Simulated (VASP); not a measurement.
Wanted: the native input for a VASP 6.6.1 run.

| Item | Value |
| --- | --- |
| Task | single point |
| Functional | r2SCAN |
| Potentials or basis | VASP PAW PBE potentials, release 64 (Mg, O) |
| Cutoff | 520 eV |
| k mesh | 10 × 10 × 10 |
| Occupations | gaussian, width 0.01 eV |
| Spin | no spin polarisation |
| Dipole correction | no |
| Further INCAR settings | ALGO = Normal; EDIFF = 1e-07; NBANDS = 11 |

The system is MgO.

```
Mg O
1.0
     0.00000    2.28201    2.38515
     2.28201    0.00000    2.38515
     2.28201    2.28201    0.00000
Mg O
1 1
Direct
  0.00000 0.00000 0.00000
  0.25000 0.25000 0.25000
```

The cell was built by a generator and needn't be a form met in nature.

The cell isn't the ideal one: uniaxial_z strain +4.5%.

One way to write it, as run:

POSCAR

```
MgO
1.0
    0.0000000000      2.2820056624      2.3851523183
    2.2820056624      0.0000000000      2.3851523183
    2.2820056624      2.2820056624      0.0000000000
Mg O
1 1
Direct
    0.0000000000      0.0000000000      0.0000000000
    0.2500000000      0.2500000000      0.2500000000
```

INCAR.step1

```
SYSTEM = MgO
PREC = Accurate
ENCUT = 520
ISMEAR = 0
SIGMA = 0.01
LREAL = .FALSE.
LASPH = .TRUE.
NELM = 80
NBANDS = 11
GGA = PE
ALGO = Normal
EDIFF = 1E-4
LWAVE = .TRUE.
LCHARG = .FALSE.
```

INCAR.step2

```
SYSTEM = MgO
PREC = Accurate
ENCUT = 520
EDIFF = 1E-7
ISMEAR = 0
SIGMA = 0.01
LREAL = .FALSE.
LASPH = .TRUE.
NELM = 80
ALGO = Normal
ISIF = 2
LWAVE = .FALSE.
LCHARG = .FALSE.
METAGGA = R2SCAN
LMIXTAU = .TRUE.
NBANDS = 11
ISTART = 1
```

KPOINTS

```
Automatic mesh
0
G
  10 10 10
  0 0 0
```

Potentials or basis: VASP PAW PBE potentials, release 64 (Mg, O).

The run is started by

```bash
$ cat potpaw_PBE.64/Mg/POTCAR potpaw_PBE.64/O/POTCAR > POTCAR
$ cp INCAR.step1 INCAR
$ mpirun -np 1 vasp_std > vasp.out
$ cp INCAR.step2 INCAR
$ mpirun -np 1 vasp_std > vasp.out
```

Results of the run:

```yaml
Pressure: -5.8 GPa
Band_gap_on_the_k_mesh: 4.01 eV, indirect (least direct gap 4.02 eV)
```

Caveat: the PAW data sets were made with another functional, which shifts forces and pressure a little.

Run time: 76 s on 1 thread of Intel(R) Xeon(R) 6975P-C (Granite Rapids), with other jobs on the host, peak memory 0.16 GiB.
